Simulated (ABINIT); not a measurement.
# AlN: single point with PBE

AlN:

```xyz
4
Lattice="3.1130 0.0000 0.0000 -1.5565 2.6959 0.0000 0.0000 0.0000 4.9810" Properties=species:S:1:pos:R:3 pbc="T T T"
Al    1.5565    0.8986    2.4905
Al    0.0000    1.7973    0.0000
N     1.5565    0.8986    4.3833
N     0.0000    1.7973    1.8928
```

```
Program             : ABINIT 10.8.3 (patched build)
Task                : single point
Functional          : PBE
Potentials or basis : PseudoDojo NC SR PBE v0.4.1 standard
Cutoff              : 980 eV
k mesh              : 8 × 8 × 4
Occupations         : fermi-dirac, width 0.05 eV
Spin                : no spin polarisation
```

| Item | Value |
| --- | --- |
| Pressure | 2.9 GPa |
| Largest force | 0.131 eV/Å |
| Band gap on the k mesh | 4.22 eV, direct |
| Valence electrons inside the program's atomic spheres | Al 1.10; N 5.38 |

Forces on the atoms (eV/Å):
```
Al   0.000  0.000 -0.131
Al   0.000  0.000 -0.131
N    0.000  0.000  0.131
N    0.000  0.000  0.131
```

Stress tensor (GPa, compression positive):
```
2.39 0.00 0.00
0.00 2.39 0.00
0.00 0.00 4.03
```

Levels at points of the mesh, in eV from the valence-band top:
```csv
k point,band 6,band 7,band 8,band 9,band 10,band 11
"(0.00, 0.00, 0.00)",-0.18,-0.18,0.00,4.22,6.68,10.83
"(0.50, 0.00, 0.00)",-2.06,-1.77,-0.66,5.83,5.84,8.21
"(0.00, 0.00, 0.50)",-0.51,-0.51,-0.51,6.47,6.47,10.35
"(0.50, 0.00, 0.50)",-1.44,-1.35,-1.35,5.34,5.34,9.32
```

Run time: 36 s on 1 thread of Intel(R) Xeon(R) Platinum 8259CL CPU @ 2.50GHz (Skylake/Cascade Lake), on a shared host, peak memory 0.08 GiB.

Caveat: the cutoff is short for stress, so the pressure is rough.
